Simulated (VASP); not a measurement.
**SnTe: single point with PBEsol**

**Measured values to compare with.**

A printed reference work, textbook reports, for a bulk crystal of SnTe at 300 K: band gap 0.18 eV (direct).

The system is SnTe.

```
Sn Te
1.0
     0.00000    3.15650    3.15650
     3.15650    0.00000    3.15650
     3.15650    3.15650    0.00000
Sn Te
1 1
Direct
  0.00000 0.00000 0.00000
  0.50000 0.50000 0.50000
```

- Program: VASP 6.6.1
- Task: single point
- Functional: PBEsol
- Potentials or basis: VASP PAW PBE potentials, release 64 (Sn_d, Te)
- Cutoff: 520 eV
- k mesh: 10 × 10 × 10
- Occupations: gaussian, width 0.03 eV
- Spin: no spin polarisation

| Item | Value |
| --- | --- |
| Pressure | -0.6 GPa |
| Band gap on the k mesh | 0.13 eV, direct |

Levels at points of the mesh, in eV from the valence-band top:
```
           k point  band 6  band 7  band 8  band 9  band 10  band 11  band 12  band 13  band 14  band 15
(0.00, 0.00, 0.00)  -12.73   -4.69   -2.07   -2.07    -2.07     3.37     3.37     3.37     4.77     4.77
(0.50, 0.00, 0.00)  -11.46   -8.28   -1.73   -1.73     0.00     0.13     0.40     0.40     7.72     8.74
(0.50, 0.50, 0.00)  -11.16   -6.44   -5.52   -3.67    -3.67     2.17     4.93     4.93     6.37     9.07
```

Wall time 75 s on 1 thread of Intel(R) Xeon(R) Platinum 8259CL CPU @ 2.50GHz (Skylake/Cascade Lake), on a shared host, peak memory 0.22 GiB.

Against the measured gap of SnTe, 0.18 eV (direct; 300 K; a printed reference work, textbook), the calculated 0.13 eV is off by -0.05 eV. Spin-orbit coupling on Sn, Te is left out. The value is that of PBEsol on a finite k mesh, which can miss the band edges, without temperature or zero-point motion. Semilocal functionals fall short of measured gaps as a rule.

Caveat: the PAW data sets were made with another functional, which shifts forces and pressure a little; spin-orbit coupling is left out, which moves the levels of the heavy elements.
